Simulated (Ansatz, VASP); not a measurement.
## One calculation of W, two programs

The input INCAR:

```
ALGO     = Normal         # electronic algorithm
EDIFF    = 1E-8           # SCF threshold, eV
ENCUT    = 520            # plane-wave cutoff, eV
GGA      = CA             # functional
ISIF     = 2              # what is computed and relaxed
ISMEAR   = -1             # smearing method
LASPH    = True           # aspherical terms in the spheres
LCHARG   = False          # write CHGCAR
LEFG     = True         
LREAL    = False          # projectors in reciprocal space
LWAVE    = False          # write WAVECAR
NBANDS   = 13             # bands
NELM     = 80             # most SCF steps
PREC     = Accurate       # precision mode
SIGMA    = 0.05           # smearing width, eV
```

KPOINTS

```
k-points
0
Gamma
  14 14 14
```

File POSCAR:

```
W
1.0
    0.0000000000      2.0367442356      2.0367442356
    2.0367442356      0.0000000000      2.0367442356
    2.0367442356      2.0367442356      0.0000000000
W
1
Direct
    0.0000000000      0.0000000000      0.0000000000
```

Input for Ansatz:

```yaml
crystal:
  lattice:
    - [0.0, 2.0367442356, 2.0367442356]
    - [2.0367442356, 0.0, 2.0367442356]
    - [2.0367442356, 2.0367442356, 0.0]
  atoms:
    - { symbol: W, position: [0.0, 0.0, 0.0] }
kpoints:
  mp_grid: { grid: [14, 14, 14] }
scf:
  occupations: { method: fermi_dirac, width: 0.05 }
hamiltonian:
  xc: lda
  pseudopotentials: { kind: all_electron, datasets: crystal }
output:
  forces: true
  stress: true
  eigenvalues: true
  efg: { contact_densities: true }
```

Change from the starting cell: volume scaled by 1.01, crystal datasets.

Alike in both runs: task electric field gradients; functional LDA; k mesh 14 × 14 × 14; occupations fermi-dirac, width 0.05 eV; no spin polarisation.

```csv
,VASP,Ansatz
version,VASP 6.6.1,Ansatz 0.2.0
potentials or method,"VASP PAW LDA potentials, release 64 (W_sv)","all-electron PAW with datasets made for the crystal, scalar-relativistic"
plane-wave cutoff (eV),520,see its input
```

|  | VASP | Ansatz | Ansatz less VASP |
| --- | --- | --- | --- |
| pressure (GPa) | -18.7 | -20.0 | -1.26 |
| Vzz of the field gradient on the site that differs most (V/Å²) | 0.0 | 0.0 | 0.00 |

Ansatz ran all-electron here, so the differences hold the error of VASP's frozen core and of both bases. Ansatz warned: «gradients_without_spin_orbit».

Caveats: so large a pressure means that the cell lies far from this level's equilibrium, or that cutoff or potentials fall short (VASP). The runs have no spin-orbit coupling, so splittings on W are missing.
